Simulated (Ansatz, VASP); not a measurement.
# One calculation of PbS, two programs

File INCAR:

```
SYSTEM = PbS
PREC = Accurate
ENCUT = 520
EDIFF = 1E-6
ISMEAR = 0
SIGMA = 0.01
LREAL = .FALSE.
LASPH = .TRUE.
NELM = 80
ALGO = Normal
ISIF = 2
LWAVE = .FALSE.
LCHARG = .TRUE.
GGA = PE
LELF = .TRUE.
LVHAR = .TRUE.
NBANDS = 17
```

File KPOINTS:

```
regular mesh
0
G
  6 6 6
  0 0 0
```

POSCAR

```
PbS
1.0
    0.0000000000      3.2557211193      3.2557211193
    3.2557211193      0.0000000000      3.2557211193
    3.2557211193      3.2557211193      0.0000000000
Pb S
1 1
Direct
    0.0000000000      0.0000000000      0.0000000000
    0.2500000000      0.2500000000      0.2500000000
```

Input for Ansatz:

```yaml
crystal:
  lattice:
    - [0.0, 3.2557211193, 3.2557211193]
    - [3.2557211193, 0.0, 3.2557211193]
    - [3.2557211193, 3.2557211193, 0.0]
  atoms:
    - { symbol: Pb, position: [0.0, 0.0, 0.0] }
    - { symbol: S, position: [0.25, 0.25, 0.25] }
kpoints:
  mp_grid: { grid: [6, 6, 6] }
hamiltonian:
  xc: pbe
scf:
  occupations: { method: fixed }
  n_extra_bands: 4
output:
  forces: true
  stress: true
  eigenvalues: true
```

Alike in both runs: task single point; functional PBE; k mesh 6 × 6 × 6; no spin polarisation.

|  | VASP | Ansatz |
| --- | --- | --- |
| version | VASP 6.6.1 | Ansatz 0.2.0 |
| potentials or method | VASP PAW PBE potentials, release 64 (Pb_d, S) | plane waves, PAW |
| plane-wave cutoff (eV) | 520 | 420 |
| occupations | gaussian, width 0.01 eV | fixed |
| valence electrons in the cell | 20 | 20 |

|  | VASP | Ansatz | Ansatz less VASP |
| --- | --- | --- | --- |
| gap on the k mesh at the Fermi level (eV) | 0.82 | 0.81 | -0.004 |
| pressure (GPa) | 2.4 | 2.5 | +0.06 |

Caveats: spin-orbit coupling is left out, which as a rule narrows the gap of such compounds by several tenths of an eV. A k mesh can miss the band edges.
